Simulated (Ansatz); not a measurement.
Input and command of a calculation in Ansatz (plane waves; scalar-relativistic PAW potentials unless the input names others):

```yaml
crystal:
  lattice:
    - [3.048585802, 0.0, 0.0]
    - [-1.524292901, 2.6401527501, 0.0]
    - [0.0, 0.0, 7.4660140382]
  atoms:
    - { symbol: Li, position: [0.0, 0.0, -1.28038e-05] }
    - { symbol: F, position: [0.0, 0.0, 0.2500128038] }
    - { symbol: Li, position: [0.3333333333, 0.6666666667, 0.3333205295] }
    - { symbol: F, position: [0.3333333333, 0.6666666667, 0.5833461371] }
    - { symbol: Li, position: [0.6666666667, 0.3333333333, 0.6666538629] }
    - { symbol: F, position: [0.6666666667, 0.3333333333, 0.9166794705] }
kpoints:
  mp_grid: { grid: [9, 9, 4] }
hamiltonian:
  xc: lda
scf:
  occupations: { method: tetrahedron }
output:
  forces: true
  eigenvalues: true
  stress: true
```

```bash
ansatz run input.yaml --threads 1 --pin off --max-ram 2560MiB --backend cpu --events-out ev --progress --plain --runs-dir out
```

Abridged log:
```
Warning: output.forces, output.stress, relax.cell or npt_langevin: where a Kohn–Sham band that disperses or a degenerate level is filled in part under the method tetrahedron, the forces or the stress that this run publishes need not agree with its energy (scf.occupations.method in the input reference, under Limitations); prefer a smearing scheme for the forces or the stress
Basis set: ecut = 420 eV, 1165 PW (Γ)
Bands: 21, of which v1, the nominal top of the filled ones, is band 15 counted from 1 (14 counted from 0)
Symmetry: 18 space group operations
k-points: 43 of 324 (time reversal used)
SCF iter   1: F=—  HF=-2995.743868 eV  |F-HF|=—  |Δ(HF+E_count)|=         —  Δρ=1.93e-2  dr2=1.59e-1  ethr=1.77e-3  ⟨swp⟩=5.1  Hψ=3894  notcnv=0
SCF iter   2: F=—  HF=-2995.694737 eV  |F-HF|=—  |Δ(HF+E_count)|=   4.91e-2  Δρ=1.03e-2  dr2=2.81e-2  ethr=5.31e-4  ⟨swp⟩=2.3  Hψ=1928  notcnv=0  defer=65
SCF iter   3: F=—  HF=-2995.683749 eV  |F-HF|=—  |Δ(HF+E_count)|=   1.10e-2  Δρ=1.83e-3  dr2=1.08e-3  ethr=9.35e-5  ⟨swp⟩=2.0  Hψ=1478  notcnv=0  defer=65
SCF iter   4: F=—  HF=-2995.682463 eV  |F-HF|=—  |Δ(HF+E_count)|=   1.29e-3  Δρ=2.57e-4  dr2=1.98e-5  ethr=3.61e-6  ⟨swp⟩=2.0  Hψ=1676  notcnv=0  defer=65
SCF iter   5: F=—  HF=-2995.682445 eV  |F-HF|=—  |Δ(HF+E_count)|=   1.86e-5  Δρ=1.91e-5  dr2=1.37e-7  ethr=6.60e-8  ⟨swp⟩=2.0  Hψ=1676  notcnv=0  defer=65
SCF iter   6: F=-2995.682445 eV  HF=-2995.682445 eV  |F-HF|=8.82e-11  |Δ(HF+E_count)|=   4.39e-8  Δρ=2.56e-6  dr2=1.36e-9  ethr=3.33e-10  ⟨swp⟩=5.2  Hψ=2951  notcnv=0
SCF 1 converged in 6 iterations: F = -2995.682445 eV  dr2 = 1.36e-9
SCF converged after 6 iterations
Stability not checked: this state was not tested for a lower state beside it, because cold or Methfessel-Paxton smearing, or corrected tetrahedra, fill the levels in a way that the test cannot read (fill_not_monotonic; see scf.lower_state_search)
Free energy (F): -2995.682445 eV
Harris-Foulkes:  -2995.682445 eV  (|F-HF|=8.82e-11)
Internal energy: -2995.682445 eV  (E = F + TS)
E sigma→0 (E₀):  -2995.682445 eV
Fermi energy:    -1.371138 eV
--- Forces (eV/Å), atoms counted from 1 ---
  atom   1  Li     0.00000000     0.00000000     0.00008711
  atom   2  F      0.00000000     0.00000000    -0.00008729
  atom   3  Li     0.00000000     0.00000000     0.00008711
  atom   4  F      0.00000000     0.00000000    -0.00008729
  atom   5  Li     0.00000000     0.00000000     0.00008711
  atom   6  F      0.00000000     0.00000000    -0.00008729
--- Stress (GPa, compression-positive) ---
       -4.160715       0.000000       0.000000
        0.000000      -4.160715       0.000000
        0.000000       0.000000      -4.147827
  P = ⅓ Tr σ = -4.1564 GPa (-41.564 kbar)
```

Apart from outputs, empty bands and the relaxation, which only the reference makes, the input differs from a reference run on usual settings in hamiltonian.xc: "pbesol" → "lda"; scf.occupations.width: 0.02 → not typed; scf.occupations.method: "gaussian" → "tetrahedron"; basis.ecutwfc: 420 → not typed. The reference, at the same geometry, ended its own course with pressure 0.00 GPa, largest force 0.000 eV/Å, gap on the mesh 7.68 eV. This run converged in 6 SCF iterations with a total energy on another zero, pressure -4.16 GPa, largest force 0.000 eV/Å, gap on the mesh 7.53 eV.

The run took 4.7 s on 1 thread of Arm Neoverse V1, with other jobs on the host, peak memory 0.32 GiB.